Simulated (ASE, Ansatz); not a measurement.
# Localised basis functions on C(110) slab, H on both faces (180 atoms), part 2 of 2

Aim: test how closely localised support functions follow the reference on C(110) slab, H on both faces (180 atoms), and at what cost. A setting counts as converged where the r.m.s. difference of forces stays under 1 % of the r.m.s. force.

Ansatz 0.2.0; Kohn-Sham DFT, PBEsol, PAW (set soft_2), plane waves.

The cell: 120 C and 60 H. Beside vacuum, support functions can miss their usual error bounds without a warning. Only the Γ point is sampled, in a cell whose shortest periodic width is 11 Å.

So far: The structure; Plane-wave single point; Distances and neighbours.

### 3. Distances and neighbours (continued)

The surroundings of C111, whose charge lies farthest from its element's mean, nearest first, numbered as they follow in the input and with coordinates relative to it.

```tsv
atom	x	y	z	distance (Å)	bonds	Löwdin charge (e)	Fx	Fy	Fz (eV/Å)
C111	0.00	0.00	0.00	0.00	4	-0.15	-1.16	-3.43	-3.17
H175	-0.02	0.59	0.83	1.02	1	0.18	0.00	1.83	2.69
C104	1.26	-0.90	0.00	1.55	4	-0.11	-1.11	0.44	-0.33
C110	-0.04	0.86	-1.29	1.55	4	0.02	1.52	0.68	1.21
C88	-1.33	-0.91	0.01	1.61	4	-0.12	2.75	0.38	-1.38
H164	-1.24	-1.57	0.88	2.18	1	0.15	-0.31	0.14	0.35
H172	1.26	-1.58	0.88	2.21	1	0.15	-0.01	0.60	-0.19
C101	1.21	-1.77	-1.24	2.48	4	0.02	1.24	-1.57	-1.16
```

The column of bonds counts only the pairs C-C within 1.85 Å, C-H within 1.34 Å; other neighbours, such as metal atoms beside each other in a compound, aren't counted, and periodic images can show an atom twice.

### 4. Support functions medium

With localised support functions most steps grow linearly with size, though the diagonalisation grows faster unless the density matrix is cut; this run measures error and cost at this size.

This step: Kohn-Sham DFT, PBEsol, PAW (set soft_2), localised support functions (medium) (Ansatz 0.2.0).

Contents of input.yaml:

```yaml
crystal:
  lattice:
    - [12.61125, 0.0, 0.0]
    - [0.0, 10.701, 0.0]
    - [0.0, 0.0, 15.56334]
  atoms:
    [... the 180 atom lines of step 2 ...]
kpoints:
  mp_grid: { grid: [1, 1, 1] }
hamiltonian:
  xc: pbesol
scf:
  occupations: { method: fixed }
  eigensolver: { kind: { support_functions: { accuracy: medium } } }
  mixing: { beta: 0.4 }
  max_iter: 150
output:
  forces: true
  eigenvalues: true
```

On the command line:

```bash
$ ansatz run input.yaml --threads 8 --pin off --max-ram 15872MiB --backend cpu --events-out ev --progress --plain --runs-dir out
```

Numbers of over 12 decimals in the logs are rounded to 6 here.

Log:

```text
Warning: scf.eigensolver.kind.support_functions: disabling space-group detection — the functions' gradient is summed over unrotated k-points, so no spatial operation reduces the k-mesh or symmetrises the density; time reversal is kept, so that k and −k are solved as one point where they differ and the mesh holds both, and exact exchange and, on two spinor components, a DFT+U term hold to it where the run has them: [...]
settings of this run that can trade accuracy for cost: scf.eigensolver.kind.support_functions [...]
[...]
Crystal: 180 atoms, lattice volume = 2100.319 Å³
Basis set: ecut = 420 eV, 40989 PW (Γ), exchange–correlation on 180×144×216 points (8 copies of the dense FFT grid, shifted against one another)
Bands: 324, of which v1, the nominal top of the filled ones, is band 270 counted from 1 (269 counted from 0)
Symmetry: 1 space group operations
k-points: 1
[...]
SCF iter   1: F=—  HF=-30590.688913 eV  |F-HF|=—  |Δ(HF+E_count)|=         —  Δρ=9.28e-2  dr2=1.80e2  ethr=1.00e-1
[...]
SCF iter  12: F=-30544.820966 eV  HF=-30544.820966 eV  |F-HF|=6.13e-7  |Δ(HF+E_count)|=   8.10e-4  Δρ=7.80e-6  dr2=7.08e-7  ethr=1.29e-9
SCF 1 converged in 12 iterations: F = -30544.829278 eV  dr2 = 7.08e-7
[...]
SCF converged after 12 iterations
Stability not checked: this state was not tested for a lower state beside it, because the mixer in use, unlike msr1, does not test its closes by its own steps (another_mixer; see scf.mixing.algorithm and scf.lower_state_search)
Free energy (F): -30544.829278 eV
[...]
Internal energy: -30544.829278 eV  (E = F + TS)
E sigma→0 (E₀):  -30544.829278 eV
Fermi energy:    2.326638 eV
[...]
--- Forces (eV/Å), atoms counted from 1 ---
  atom   1  C      1.31211226    -0.77484894     2.00378437
  atom   2  C     -0.03988859     1.26205338     0.75263665
  atom   3  C      0.24965483     1.20297556    -0.66019729
  atom   4  C     -2.05447731    -0.18914787    -0.05470066
  atom   5  C      1.26624485    -0.96783266    -0.57212479
  atom   6  C     -0.27959043    -0.32690998     0.34184838
  atom   7  C      0.12723125    -2.20010343    -0.97944981
  atom   8  C     -0.32554936     2.49729315    -1.79464248
  atom   9  C     -0.38569185    -2.20053391     0.99492068
  atom  10  C      0.13382972     2.48702875     2.69058020
  atom  11  C     -0.84110361     0.24476819    -2.04618927
  atom  12  C     -0.38752095    -0.30742616    -0.35753026
  atom  13  C      0.58696319    -0.60589078    -0.37156510
  atom  14  C     -1.45632418     1.49878396     2.24910395
[...]
atom 179  H     -0.04590266    -0.39635858    -0.53163193
  atom 180  H      0.05370777     0.66142562    -0.71841086
  max |Σ_I F_I| component: 5.00e-3 eV/Å
--- Band table (eV) ---
[...]
```

Run time: 54 s. Hardware: 8 threads of Arm Neoverse V2, shared host; peak memory 3.8 GiB.

The program notes that the band table was not solved further than the SCF left it and it switched symmetry off.

Keys that differ from the reference: support_functions.accuracy = "medium", scf.max_iter = 150 and scf.mixing.beta = 0.4.

Forces differ from the reference by 4.4 meV/Å r.m.s., 0.41 % of their size, within a tolerance of 1 %; the energy by -3.9 meV/atom. It took 54 s and 12 cycles; the reference's time can't be set against it, since the two runs asked for unlike analyses.

### 5. What each setting buys

Each row is set against the plane-wave reference (Kohn-Sham DFT, PBEsol, PAW (set soft_2), plane waves; r.m.s. force component 1.06 eV/Å). Energies are set beside the reference only for runs with its functional, potentials and electron count. Times are for 8 threads of Arm Neoverse V2, shared host. The reference's time includes the DOS and grids, which some other runs skip.

```tsv
run	Δ force, r.m.s. (meV/Å)	share of r.m.s. force (%)	Δ energy (meV/atom)	Δ gap (eV)	cycles	time	host memory (GiB)
reference	-	-	-	-	8	22 s	2.7
support functions medium	4.38	0.412	-3.85	0.0019	12	54 s	3.8
```

### 6. Results

```json
{"free energy per atom": "-169.6896 eV/atom", "r.m.s. force component": "1.063 eV/Å", "gap (highest filled to lowest empty level)": "2.355 eV", "potential in mid-vacuum, over the Fermi level": "3.338 eV", "wall time of the 2 DFT runs": "76 s"}
```

**Reading.** Against plane waves at 420 eV, the forces differ by 4.4 meV/Å (0.41 %) with support functions medium. At 180 atoms the run with support functions medium takes roughly 2.4 times the time of plane waves (whose run also made extra analyses, so the like-for-like ratio is larger), in 12 SCF cycles against 8. Differences between support functions and plane waves include what basis error the plane-wave run still has.

Filled and empty levels are parted by 2.35 eV at Γ alone; the mesh holds the band edges only if they fold onto it, so the gap at this level can be narrower or closed, and states at the surface or the caps may set it. The potential stands 3.34 eV above the highest filled level over the upper face and 3.34 eV under the lower one, a reading of the ionisation potential at this level on the run's k-points. With the cutoffs above, all C atoms have 4 and all H atoms have 1 bonded neighbour.

**Limits.** The geometry was built by rule, was displaced at random and isn't relaxed at this level: its force components are 1.1 eV/Å r.m.s.

[Logs are printed without paths, hosts, clocks, repeated set-up lines and the standing remarks that a program may print on its own settings, such as how far it seeks lower states.]

[Hosts, paths, dates, database ids (printed as entryN), source tags and the programs' standing remarks are cut or masked in the printed files.]
